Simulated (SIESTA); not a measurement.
Set up this calculation in SIESTA 5.4.2, as an ASE script.

```yaml
Task: single point
Functional: PBE
Potentials_or_basis: SPMS 1.0 (PBE files) or PseudoDojo by element
Basis: DZP (energy shift 0.003 Ry; two zetas on semicore shells)
Grid_cutoff: 800 Ry
Energy_shift: 0.003 Ry
k_mesh: 11 × 11 × 11
Occupations: fermi-dirac, width 0.05 eV
Spin: no spin polarisation
```

Ta:

```xyz
1
Lattice="-1.6513 1.6513 1.6513 1.6513 -1.6513 1.6513 1.6513 1.6513 -1.6513" Properties=species:S:1:pos:R:3 pbc="T T T"
Ta    0.0000    0.0000    0.0000
```

One way to write it, as run:

run.py

```python
from ase import Atoms
from ase.calculators.siesta import Siesta
from ase.units import Ry, GPa

atoms = Atoms(
    ['Ta'],
    cell=[
        [-1.65128, 1.65128, 1.65128],
        [1.65128, -1.65128, 1.65128],
        [1.65128, 1.65128, -1.65128],
    ],
    scaled_positions=[
        [0.0, 0.0, 0.0],
    ],
    pbc=True,
)

fdf = {
    'SCFMustConverge': False,
    'OccupationFunction': 'FD',
    'ElectronicTemperature': '0.05 eV',
    'MaxSCFIterations': '120',
    'SCF.Mixer.Method': 'Pulay',
    'SCF.Mixer.Weight': '0.25',
    'SCF.Mixer.History': '8',
    'SCF.DM.Tolerance': '5.0e-05',
    'SCF.H.Tolerance': '1.0e-03 eV',
    'WriteForces': 'true',
    'Charge.Mulliken': 'end',
    'PAO.Basis': ['Ta.1 5', 'n=5 0 2', '  3.138 0.000', 'n=6 0 2', '  6.381 0.000', 'n=5 1 2', '  3.782 0.000', 'n=6 1 1', '  6.381', 'n=5 2 2', '  7.181 0.000'],
}
calc = Siesta(
    label="Ta",
    command="siesta < PREFIX.fdf > PREFIX.out",
    pseudo_path="pseudos",
    pseudo_qualifier="",
    xc=('GGA', 'PBE'),
    basis_set="DZP",
    mesh_cutoff=800 * Ry,
    energy_shift=0.003 * Ry,
    kpts=[11, 11, 11],
    spin="non-polarized",
    fdf_arguments=fdf,
)
atoms.calc = calc

print(f"energy = {atoms.get_potential_energy():.6f} eV")
free = atoms.get_potential_energy(force_consistent=True)
print(f"free energy = {free:.6f} eV")
print("forces (eV/A):")
print(atoms.get_forces(apply_constraint=False).round(6))
print("stress (GPa, Voigt order, tension positive):", (atoms.get_stress() / GPa).round(4))
```

Potentials or basis: SPMS 1.0 (PBE files) or PseudoDojo by element, DZP (energy shift 0.003 Ry; two zetas on semicore shells).

Run with:

```bash
$ python run.py
```

Results of the run:

| Property | Result |
| --- | --- |
| Pressure | 2.0 GPa |
| Band gap on the k mesh | none (metal or under the smearing width) |

Caveat: short orbitals over semicore shells can move pressures by several GPa; the valence orbitals were made in a potential fitted to the semicore shell under them, which widens gaps by tenths of an eV or more; the basis of atomic orbitals isn't converged, which shifts pressures, moduli and gaps.

Run time: 25 s on 1 thread of Arm Neoverse V2, with other jobs on the host, peak memory 0.19 GiB.
